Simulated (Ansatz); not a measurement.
Computed with DFT PBE, scalar-relativistic, plane waves, PAW in Ansatz. Settings: cutoff 420 eV, Γ-centred meshes spaced at most about 0.3 Å⁻¹, and about 0.25 Å⁻¹ or finer for metals (2π included), Gaussian smearing. No spin polarisation in the final relaxations.

These are static total energies at zero pressure. All come from trial cells, and lower structures may exist.

Question: Order these relaxed structures of ScAl4 by energy, lowest first, with the energy over the lowest of them.
A. Space group P6_3/mmc (No. 194), hexagonal, a = 3.025 Å, c = 22.967 Å. Sc has 6 Al at 2.96 Å and 6 Sc at 3.02 Å; around Al on its first site lie 6 Al at 2.82–2.85 Å and 6 Al at 3.02 Å; Al on its second site is surrounded by 3 Al at 2.82 Å, 3 Sc at 2.96 Å and 6 Al at 3.02 Å.
B. Space group I4/mmm (No. 139), tetragonal, a = 2.927 Å, c = 20.649 Å. Sc is surrounded by 4 Sc at 2.93 Å and 8 Al at 3.00 Å; around Al on its first site lie 8 Al at 2.87–2.93 Å and 4 Sc at 3.00 Å; around Al on its second site lie 12 Al at 2.87–2.93 Å.
C. Space group I4/m (No. 87), tetragonal, a = 6.639 Å, c = 4.017 Å. Sc is surrounded by 12 Al at 2.91–2.99 Å; Al is surrounded by 9 Al at 2.87–2.99 Å and 3 Sc at 2.91–2.99 Å.

Answer: C (0 meV/atom), B (74 meV/atom), A (153 meV/atom). Forms: C Sc and Al ordered on fcc sites, I4/m; B Sc and Al ordered on fcc sites, I4/mmm; A Sc and Al ordered on hcp sites, P6_3/mmc. Counting all near atoms (those within 1.25 times the shortest distance at each site): C has Sc 12, Al 12; B has Sc 12, Al 12; A has Sc 12, Al 12.

A magnetic state wasn't ruled out in cells without spin, among them I4/mmm. Cells relaxed within their symmetry can be saddle points. Some structure types and database cells were kept out of the candidates from the start, so a known form may be missing.
